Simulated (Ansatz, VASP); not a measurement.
# W in VASP and in Ansatz

File POSCAR:

```
W
1.0
   -1.5823450000      1.5823450000      1.5823450000
    1.5823450000     -1.5823450000      1.5823450000
    1.5823450000      1.5823450000     -1.5823450000
W
1
Direct
    0.0000000000      0.0000000000      0.0000000000
```

File INCAR.step1:

```
SYSTEM = W
ALGO = Normal ; EDIFF = 1E-4
ENCUT = 520 ; GGA = PE
ISMEAR = -1 ; LASPH = .True.
LCHARG = .False. ; LREAL = .False.
LWAVE = .True. ; NBANDS = 13
NELM = 100 ; PREC = Accurate
SIGMA = 0.05
```

File INCAR.step2:

```
SYSTEM = W
ALGO = Normal ; EDIFF = 1E-6
ENCUT = 520 ; ISIF = 2
ISMEAR = -1 ; ISTART = 1
LASPH = .True. ; LCHARG = .False.
LMIXTAU = .True. ; LREAL = .False.
LWAVE = .False. ; METAGGA = R2SCAN
NBANDS = 13 ; NELM = 100
PREC = Accurate ; SIGMA = 0.05
```

Contents of KPOINTS:

```
k-points
0
Gamma
  7 7 7
  0 0 0
```

Contents of input.yaml:

```yaml
crystal:
  lattice:
    - [-1.582345, 1.582345, 1.582345]
    - [1.582345, -1.582345, 1.582345]
    - [1.582345, 1.582345, -1.582345]
  atoms:
    - { symbol: W, position: [0.0, 0.0, 0.0] }
hamiltonian:
  xc: r2scan
  pseudopotentials: { kind: paw }
kpoints:
  mp_grid: { grid: [7, 7, 7] }
scf:
  occupations: { method: fermi_dirac, width: 0.05 }
  n_extra_bands: 6
output:
  forces: true
  stress: true
  eigenvalues: true
  dos: { projected: true, de: 0.05, nscf_kmesh: { grid: [11, 11, 11] } }
```

Alike in both runs: functional r2SCAN; k mesh 7 × 7 × 7; occupations fermi-dirac, width 0.05 eV; no spin polarisation.

```csv
,VASP,Ansatz
version,VASP 6.6.1,Ansatz 0.2.0
potentials or method,"VASP PAW PBE potentials, release 64 (W_sv)",Ansatz PAW
plane-wave cutoff (eV),520,500
valence electrons in the cell,14,14
task,single point,projected density of states
```

|  | VASP | Ansatz | Ansatz less VASP |
| --- | --- | --- | --- |
| gap on the k mesh at the Fermi level (eV) | none | none | - |
| pressure (GPa) | 3.9 | 2.6 | -1.29 |

A gap of «none» marks a metal or a gap that the smearing closes.

Caveats: the k mesh is coarse (spacing up to 0.40 Å⁻¹), so the values aren't converged; the PAW data sets were made with another functional, which shifts forces and pressure a little (VASP); the PAW data sets come from PBE, with cores solved anew for the run's functional, which leaves a small shift of forces and pressure (Ansatz); the density of states is complete only up to the lowest level of the last band computed (Ansatz). Spin-orbit coupling is left out, which matters for the levels of W.
